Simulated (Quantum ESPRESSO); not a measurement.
Write the native input for Quantum ESPRESSO 7.5 that does the following.

| Property | Result |
| --- | --- |
| Task | relaxation of cell and atoms |
| Functional | PBEsol |
| Potentials or basis | GBRV 1.5 PBEsol |
| Cutoff | 871 eV |
| Density cutoff | 7007 eV |
| k mesh | 7 × 7 × 7 |
| Occupations | fermi-dirac, width 0.05 eV |
| Spin | no spin polarisation |
| Target pressure | 20 GPa |
| Mixing beta | 0.5 |
| Most SCF iterations | 120 |
| SCF threshold | 8e-10 Ry |
| Most ionic steps | 40 |
| Forc conv thr | 0.0004 Ry/bohr |
| Etot conv thr | 1e-05 Ry |
| Ion dynamics | bfgs |
| Cell dynamics | bfgs |
| Press conv thr | 0.3 kbar |

Crystal: CuAu3.

```xyz
4
Lattice="3.9800 0.0000 0.0000 0.0000 3.9800 0.0000 0.0000 0.0000 3.9800" Properties=species:S:1:pos:R:3 pbc="T T T"
Au    1.9900    1.9900    0.0000
Au    1.9900    0.0000    1.9900
Au    0.0000    1.9900    1.9900
Cu    0.0000    0.0000    0.0000
```

The input as run:

pw.in

```
&CONTROL
  calculation = 'vc-relax'
  prefix = 'pwscf'
  outdir = './tmp'
  pseudo_dir = './pseudo'
  tprnfor = .true.
  tstress = .true.
  disk_io = 'low'
  nstep = 40
  forc_conv_thr = 0.0004
  etot_conv_thr = 1d-05
/
&SYSTEM
  ibrav = 0
  nat = 4
  ntyp = 2
  ecutwfc = 64
  ecutrho = 515
  nbnd = 36
  occupations = 'smearing'
  smearing = 'fd'
  degauss = 0.00367493
/
&ELECTRONS
  conv_thr = 8d-10
  electron_maxstep = 120
  mixing_beta = 0.5
/
&IONS
  ion_dynamics = 'bfgs'
/
&CELL
  cell_dynamics = 'bfgs'
  press = 200
  press_conv_thr = 0.3
/
ATOMIC_SPECIES
Au   196.9666 au_pbesol_v1.uspp.F.UPF
Cu    63.5460 cu_pbesol_v1.2.uspp.F.UPF
CELL_PARAMETERS angstrom
   3.9800000000    0.0000000000    0.0000000000
   0.0000000000    3.9800000000    0.0000000000
   0.0000000000    0.0000000000    3.9800000000
ATOMIC_POSITIONS angstrom
Au     1.9900000000    1.9900000000    0.0000000000
Au     1.9900000000    0.0000000000    1.9900000000
Au     0.0000000000    1.9900000000    1.9900000000
Cu     0.0000000000    0.0000000000    0.0000000000
K_POINTS automatic
7 7 7 0 0 0
```

Potentials or basis: GBRV 1.5 PBEsol.

Launch:

```console
$ OMP_NUM_THREADS=1 mpirun -n 2 pw.x -nk 2 -in pw.in > pw.out
```

It gave:

```yaml
Relaxed_volume: 14.31 Å³/atom
Relaxed_cell: a = 3.854 Å, b = 3.854 Å, c = 3.854 Å, α = 90.00°, β = 90.00°, γ = 90.00°
Space_group_after_relaxing_to_0.05_Å: Pm-3m (No. 221)
Energy_change_on_relaxing_the_enthalpy_is_what_falls: +74.7 meV/atom
Ionic_steps: 5
Pressure_after_relaxing: 20.1 GPa
Band_gap_on_the_k_mesh: none (metal or under the smearing width)
```

It took 3.4 min on 2 MPI ranks on Arm Neoverse V2, on a shared host, peak memory 0.72 GiB a rank.
